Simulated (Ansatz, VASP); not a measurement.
InAs: VASP beside Ansatz

POSCAR

```
InAs
1.0
    0.0000000000      3.0379873375      3.0379873375
    3.0379873375      0.0000000000      3.0379873375
    3.0379873375      3.0379873375      0.0000000000
In As
1 1
Direct
    0.0000000000      0.0000000000      0.0000000000
    0.7500000000      0.7500000000      0.7500000000
```

The input INCAR.step1:

```
SYSTEM = InAs
PREC = Accurate
ENCUT = 520
EDIFF = 1E-5
ISMEAR = -1
SIGMA = 0.05
LREAL = .False.
LASPH = .True.
NELM = 80
ALGO = Normal
ISIF = 2
LWAVE = .True.
GGA = PE
NBANDS = 16
```

File INCAR.step2:

```
SYSTEM = InAs
PREC = Accurate
ENCUT = 520
EDIFF = 1E-6
ISMEAR = -1
SIGMA = 0.05
LREAL = .False.
LASPH = .True.
NELM = 80
ALGO = Normal
ISIF = 2
LWAVE = .False.
LCHARG = .True.
GGA = PE
LHFCALC = .True.
AEXX = 0.25
PRECFOCK = Normal
HFRCUT = -1
LELF = .True.
LVHAR = .True.
ISTART = 1
NBANDS = 16
```

The input KPOINTS:

```
regular mesh
0
Gamma
  4 4 4
  0 0 0
```

File input.yaml:

```yaml
crystal:
  lattice:
    - [0.0, 3.0379873375, 3.0379873375]
    - [3.0379873375, 0.0, 3.0379873375]
    - [3.0379873375, 3.0379873375, 0.0]
  atoms:
    - { symbol: In, position: [0.0, 0.0, 0.0] }
    - { symbol: As, position: [0.75, 0.75, 0.75] }
hamiltonian:
  xc: pbe0
  pseudopotentials: { kind: paw }
kpoints:
  mp_grid: { grid: [4, 4, 4] }
scf:
  occupations: { method: fermi_dirac, width: 0.05 }
output:
  forces: true
  stress: true
  eigenvalues: true
```

Alike in both runs: task single point; functional PBE0; k mesh 4 × 4 × 4; occupations fermi-dirac, width 0.05 eV; no spin polarisation.

|  | VASP | Ansatz |
| --- | --- | --- |
| version | VASP 6.6.1 | Ansatz 0.2.0 |
| potentials or method | VASP PAW PBE potentials, release 64 (In_d, As) | Ansatz PAW |
| plane-wave cutoff (eV) | 520 | 420 |
| valence electrons in the cell | 18 | 28 |

Ansatz gave:

- gap on the k mesh at the Fermi level (eV): 1.12
- least direct gap on the mesh (eV): 1.12
- pressure (GPa): 0.9

Question: Which values does VASP return?

Answer: gap on the k mesh at the Fermi level (eV): 1.14; least direct gap on the mesh (eV): 1.14; pressure (GPa): 0.6.

The two sets of potentials don't hold the same shells in valence.

Caveats: the k mesh is coarse (spacing up to 0.45 Å⁻¹), so the values aren't converged, least of all with exact exchange; spin-orbit coupling is left out, which moves the levels of the heavy elements; the PAW data sets were made with another functional, which shifts forces and pressure a little (VASP); the PAW data sets come from PBE, with cores solved anew for the run's functional, which leaves a small shift of forces and pressure (Ansatz); the thresholds are loose for stress (Ansatz).
